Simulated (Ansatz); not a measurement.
# ZnS with hydrogen replacing S: field gradients at two levels of theory

Cell: a supercell of ZnS (space group P6_3mc) built from an entry of the Crystallography Open Database (COD), with the ions relaxed around the defect (PBE).

Space group P31m (No. 157); a = 6.6026, c = 18.6900 Å, γ = 120.00°.

| site | Wyckoff | site symmetry | x | y | z |
| --- | --- | --- | --- | --- | --- |
| Zn1 | 3c | ..m | 0.6627 | 0.6627 | 0.9968 |
| Zn4 | 3c | ..m | 0.6660 | 0.6660 | 0.5016 |
| Zn7 | 1a | 3.m | 0.0000 | 0.0000 | 0.1381 |
| Zn8 | 2b | 3.. | 0.3333 | 0.6667 | 0.1682 |
| Zn10 | 3c | ..m | 0.0000 | 0.6675 | 0.6669 |
| Zn13 | 3c | ..m | 0.0000 | 0.6826 | 0.3359 |
| Zn16 | 1a | 3.m | 0.0000 | 0.0000 | 0.8326 |
| Zn17 | 2b | 3.. | 0.3333 | 0.6667 | 0.8310 |
| S19 | 3c | ..m | 0.6605 | 0.6605 | 0.1253 |
| S22 | 3c | ..m | 0.6657 | 0.6657 | 0.6251 |
| H | 1a | 3.m | 0.0000 | 0.0000 | 0.3170 |
| S26 | 2b | 3.. | 0.3333 | 0.6667 | 0.2928 |
| S28 | 3c | ..m | 0.0000 | 0.6676 | 0.7916 |
| S31 | 3c | ..m | 0.0000 | 0.6693 | 0.4582 |
| S34 | 1a | 3.m | 0.0000 | 0.0000 | 0.9598 |
| S35 | 2b | 3.. | 0.3333 | 0.6667 | 0.9571 |

One atom of each set is listed.

First run. Method: Kohn–Sham DFT in Ansatz, PBE, plane waves and PAW, scalar-relativistic, 420 eV cutoff, Γ-centred 3×3×1 k-points, Fermi–Dirac smearing 0.01 eV, cell charge +1.

| site | V_zz (10²¹ V/m²) | η |
| --- | --- | --- |
| Zn1 | 2.61 | 0.32 |
| Zn4 | -1.59 | 0.37 |
| Zn7 | 15.03 | 0.00 |
| Zn8 | -0.41 | 0.00 |
| Zn13 | 5.70 | 0.68 |
| Zn16 | 1.67 | 0.00 |
| Zn17 | 1.36 | 0.00 |
| S19 | 2.36 | 0.22 |
| S22 | 1.15 | 0.10 |
| H | -0.18 | 0.00 |
| S26 | -3.02 | 0.00 |
| S28 | 0.18 | 0.72 |
| S31 | 2.51 | 0.21 |
| S34 | -0.26 | 0.00 |

Second run. The same atoms and settings, except that the functional is r2SCAN and the cutoff is 500 eV.

(1) Given the first result, estimate the second.

## Answers

(1) 

| site | V_zz | η | change of V_zz |
| --- | --- | --- | --- |
| Zn1 | 2.70 | 0.32 | +0.09 |
| Zn4 | -1.65 | 0.35 | -0.06 |
| Zn7 | 15.27 | 0.00 | +0.24 |
| Zn8 | -0.40 | 0.00 | +0.01 |
| Zn13 | 5.81 | 0.69 | +0.11 |
| Zn16 | 1.72 | 0.00 | +0.05 |
| Zn17 | 1.41 | 0.00 | +0.05 |
| S19 | 2.25 | 0.13 | -0.11 |
| S22 | 1.12 | 0.11 | -0.03 |
| H | -0.19 | 0.00 | -0.01 |
| S26 | -3.01 | 0.00 | +0.01 |
| S28 | 0.17 | 0.83 | -0.01 |
| S31 | 2.41 | 0.21 | -0.10 |
| S34 | -0.30 | 0.00 | -0.04 |

The largest change of V_zz is on Zn7, from 15.03 to 15.27. In per cent, |V_zz| changes by +2 to +4 on Zn, -4 to 0 on S (all sites that start above 0.5). The table leaves out 2 of the 16 sites, with |V_zz| up to 0.73; their tensors move by 0.01 at most along any direction. The statements above cover all sites.

The defect repeats with the cell of 36 atoms, so it feels its images: sites between two images don't show the values beside a lone defect, and zeros or small values of η there can come from the images' arrangement. S and Zn carry a gradient in the pure host already, so the values there aren't the defect's effect alone. The relaxation keeps the site symmetry 3m of the start, so the impurity can move only along its axis; a start off the site could end lower. A uniform background compensates the cell's charge.
For the second run: With these PAW files V_zz is typically within 2 to 3 % of all-electron values, but misses above 10 % occur on Zn.
